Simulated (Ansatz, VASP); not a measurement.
**Si: VASP beside Ansatz**

```
Si
1.0
     3.52481    0.00000    0.00000
    -1.76241    3.05258    0.00000
     0.00000    0.00000    5.82601
Si
4
Direct
  0.33333 0.66667 0.06301
  0.66667 0.33333 0.56301
  0.33333 0.66667 0.43699
  0.66667 0.33333 0.93699
```

Change from the starting cell: strain -0.080 along x and y, -0.080 along z, atoms carried along.

Alike in both runs: task single point; functional LDA; k mesh 12 × 12 × 6; occupations gaussian, width 0.03 eV; no spin polarisation.

|  | VASP | Ansatz |
| --- | --- | --- |
| version | VASP 6.6.1 | Ansatz 0.2.0 |
| potentials or method | VASP PAW LDA potentials, release 64 (Si) | scalar-relativistic, plane waves, PAW |
| plane-wave cutoff (eV) | 520 | 420 |
| valence electrons in the cell | 16 | 16 |

VASP gave:

* gap on the k mesh at the Fermi level (eV): none
* pressure (GPa): 35.1
* largest component of the traceless stress (GPa): 0.39
* rms of the force components (eV/Å): 0.087

Q: What did Ansatz give for the same quantities?

A: gap on the k mesh at the Fermi level (eV): none; pressure (GPa): 35.0; largest component of the traceless stress (GPa): 0.41; rms of the force components (eV/Å): 0.086.

Atom by atom the forces differ by 0.001 eV/Å (rms over components). A gap of «none» marks a metal or a gap that the smearing closes.

Caveats: so large a pressure means that the cell lies far from this level's equilibrium, or that cutoff or potentials fall short (VASP).
